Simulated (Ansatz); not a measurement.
**Re: pressure against volume**

Re, Fm-3m, a = 3.915 Å. This isn't the element's structure at ambient conditions. Ansatz: PBE, PAW, 420 eV, Γ-centred 18×18×18 mesh on 1 atom, Gaussian smearing 0.10 eV; no spin polarisation. Symmetry fixes shape and atoms, so the cell is only scaled; pressure is positive in compression.

| V (Å³/atom) | P (GPa) |
| --- | --- |
| 13.206 | 61.11 |
| 13.656 | 41.97 |
| 14.106 | ? |
| 14.556 | 11.81 |
| 15.007 | 0.00 |
| 15.457 | -10.04 |
| 15.907 | -18.56 |
| 16.507 | -27.90 |

**Question.** Take V0 = 15.007 Å³/atom, fit the third-order Birch–Murnaghan form to the other rows, and predict the missing pressure.

**Answer.** With the Eulerian strain f = ½[(V0/V)^(2/3) − 1] and y = P/[3f(1 + 2f)^(5/2)], the form is the line y = B0 + 1.5 B0 (B0′ − 4) f. Rows (f, y): 0.04448, 370.1; 0.03246, 368.3; 0.01028, 363.9; -0.00975, 360.6; -0.01904, 358.0; -0.03077, 354.3. Means f = 0.004610, y = 362.53; Σ(Δf)² = 0.004415, ΣΔfΔy = 0.8963; the slope is their ratio. y = 361.6 + 203.0 f GPa, so B0 = 361.6 GPa and B0′ = 4 + 2 × (203.0)/(3 × 361.6) = 4.37. At V = 14.106, f = 0.02107, y = 365.88 and P = 25.64 GPa. The run gave 25.68 GPa, so the fit is 0.04 GPa too low, within the rms miss on the fitted rows (0.05 GPa).

Spin–orbit coupling is left out, which can shift energies with elements as heavy as these.